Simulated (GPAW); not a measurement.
Write an ASE script for GPAW 26.7.0 that does the following.

* Task: single point
* Functional: PBE
* Potentials or basis: GPAW PAW data sets (gpaw-data 1.2.1)
* Cutoff: 800 eV
* Basis: pw
* k mesh: 11 × 11 × 11
* Occupations: fermi-dirac, width 0.05 eV
* Spin: no spin polarisation
* Maxiter: 75

The structure of CaF2 (Fluorite) lies in CaF2.cif:

```cif
data_CaF2
_cell_length_a 3.86221724
_cell_length_b 3.86221724
_cell_length_c 3.86221724
_cell_angle_alpha 60.00000000
_cell_angle_beta 60.00000000
_cell_angle_gamma 60.00000000
_space_group_name_H-M_alt 'P1'
_space_group_name_Hall 'P 1'
_space_group_IT_number 1
loop_
_space_group_symop_operation_xyz
'x,y,z'
loop_
_atom_site_label
_atom_site_type_symbol
_atom_site_symmetry_multiplicity
_atom_site_Wyckoff_symbol
_atom_site_fract_x
_atom_site_fract_y
_atom_site_fract_z
_atom_site_occupancy
Ca1 Ca 1 a 0.0000000000 0.0000000000 0.0000000000 1
F1 F 1 a 0.7500000000 0.7500000000 0.7500000000 1
F2 F 1 a 0.2500000000 0.2500000000 0.2500000000 1
```

The input as run:

run.py

```python
from ase.dft.bandgap import bandgap
from ase.io import read, write
from ase.units import GPa
from gpaw import GPAW, PW

atoms = read('CaF2.cif')

calc = GPAW(mode=PW(800),
            xc='PBE',
            kpts={'size': (11, 11, 11), 'gamma': True},
            occupations={'name': 'fermi-dirac', 'width': 0.05},
            nbands=22,
            convergence={'density': 1e-05, 'energy': 1e-05},
            maxiter=75,
            txt='gpaw.txt')
atoms.calc = calc
energy = atoms.get_potential_energy()
forces = atoms.get_forces()
stress = atoms.get_stress()
calc.write('gs.gpw')
write('result.traj', atoms)
print(f'Energy: {energy:.6f} eV')
print('Forces (eV/A):')
print(forces.round(4))
print('Stress (GPa):', (stress / GPa).round(3))
print('Fermi level:', round(calc.get_fermi_level(), 4), 'eV')
print(f'Gap: {bandgap(calc)[0]:.4f} eV, direct: {bandgap(calc, direct=True)[0]:.4f} eV')
```

Potentials or basis: GPAW PAW data sets (gpaw-data 1.2.1), pw.

The run is started by

```sh
$ OMP_NUM_THREADS=1 python run.py
```

Results of the run:

```
Pressure               : 1.1 GPa
Band gap on the k mesh : 7.29 eV, indirect (least direct gap 7.54 eV)
```

Caveat: an odd mesh through Γ misses points on the zone boundary, where band edges often lie.

Run time: 59 s on 1 thread of Arm Neoverse V1 (shared host), peak memory 0.21 GiB.
